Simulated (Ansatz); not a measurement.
Zinc-blende ZnTe was calculated with r²SCANh (Ansatz, a quantum-chemistry and plane-wave program, PAW).

Run with plane-wave cutoff 520 eV, 8×8×8 k mesh, Fermi–Dirac smearing 0.01 eV, scalar-relativistic PAW data made under PBE.

Cell (relaxed at this level):

```cif
data_TeZn
_chemical_formula_sum 'Zn1 Te1'
_space_group_name_H-M_alt 'P 1'
_space_group_IT_number 1
_cell_length_a 4.32110
_cell_length_b 4.32110
_cell_length_c 4.32110
_cell_angle_alpha 60.000
_cell_angle_beta 60.000
_cell_angle_gamma 60.000
loop_
_space_group_symop_operation_xyz
  'x, y, z'
loop_
_atom_site_label
_atom_site_type_symbol
_atom_site_fract_x
_atom_site_fract_y
_atom_site_fract_z
_atom_site_occupancy
Zn1 Zn 0.00000 0.00000 0.00000 1
Te1 Te 0.25000 0.25000 0.25000 1
```

### Question
Give the computed bulk modulus B0, band gap and pressure derivative B′ of the bulk modulus.

### Answer

* **bulk modulus B0**: 50.6 GPa
* **band gap**: 2.34 eV (on the SCF k mesh)
* **pressure derivative B′ of the bulk modulus**: 4.5

Measured, for comparison: band gap 2.43 eV (zero-point renormalisation of 40 meV (experimental, the table's column) added back here, direct; inputs from Miglio et al. (2020), arXiv:2011.12765); bulk modulus 51 ± 3 GPa (room temperature, not corrected to a static lattice; as tabulated in Determination of phase transition pressures of ZnTe under quasihydrostatic …). Computed (rounded) less measured: bulk modulus -0.8 % (inside the measured uncertainty).

Spin–orbit coupling is not included; with these elements it can move the gap by several tenths of an eV or more.

Computing time: around 30 core-minutes (rough).
